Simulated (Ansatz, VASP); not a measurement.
**Be4S: VASP beside Ansatz**

The input INCAR:

```
SYSTEM = Be4S
ALGO = Normal
EDIFF = 1E-6
ENCUT = 520
GGA = PE
ISIF = 2
ISMEAR = 0
LASPH = .True.
LCHARG = .False.
LREAL = .False.
LWAVE = .False.
NBANDS = 15
NELM = 80
PREC = Accurate
SIGMA = 0.1
```

File KPOINTS:

```
k-points
0
Gamma
  6 6 6
  0 0 0
```

POSCAR

```
Be4S
1.0
    2.2023594900      1.2715328400      3.5408214400
   -2.2023594900      1.2715328400      3.5408214400
    0.0000000000     -2.5430656900      3.5408214400
Be S
4 1
Direct
    0.5000000000      0.5000000000      0.0000000000
    0.0000000000      0.5000000000      0.5000000000
    0.5000000000      0.0000000000      0.5000000000
    0.5000000000      0.5000000000      0.5000000000
    0.0000000000      0.0000000000      0.0000000000
```

Input for Ansatz:

```yaml
crystal:
  lattice:
    - [2.20235949, 1.27153284, 3.54082144]
    - [-2.20235949, 1.27153284, 3.54082144]
    - [0.0, -2.54306569, 3.54082144]
  atoms:
    - { symbol: Be, position: [0.5, 0.5, 0.0] }
    - { symbol: Be, position: [0.0, 0.5, 0.5] }
    - { symbol: Be, position: [0.5, 0.0, 0.5] }
    - { symbol: Be, position: [0.5, 0.5, 0.5] }
    - { symbol: S, position: [0.0, 0.0, 0.0] }
basis:
  ecutwfc: 420
kpoints:
  mp_grid: { grid: [6, 6, 6] }
hamiltonian:
  xc: pbe
scf:
  occupations: { method: gaussian, width: 0.1 }
  lower_state_search: "off"
output:
  forces: true
  stress: true
  eigenvalues: true
```

Alike in both runs: task single point; functional PBE; k mesh 6 × 6 × 6; occupations gaussian, width 0.1 eV; no spin polarisation.

|  | VASP | Ansatz |
| --- | --- | --- |
| version | VASP 6.6.1 | Ansatz 0.2.0 |
| potentials or method | VASP PAW PBE potentials, release 64 (Be, S) | scalar-relativistic, plane waves, PAW |
| plane-wave cutoff (eV) | 520 | 420 |
| valence electrons in the cell | 14 | 14 |

```tsv
	VASP	Ansatz	Ansatz less VASP
gap on the k mesh at the Fermi level (eV)	none	none	-
pressure (GPa)	3.2	3.2	-0.07
largest component of the traceless stress (GPa)	4.52	4.49	-0.025
```

A gap of «none» marks a metal or a gap that the smearing closes. The functional is the same, so the differences come from potentials, cutoffs and numerics.
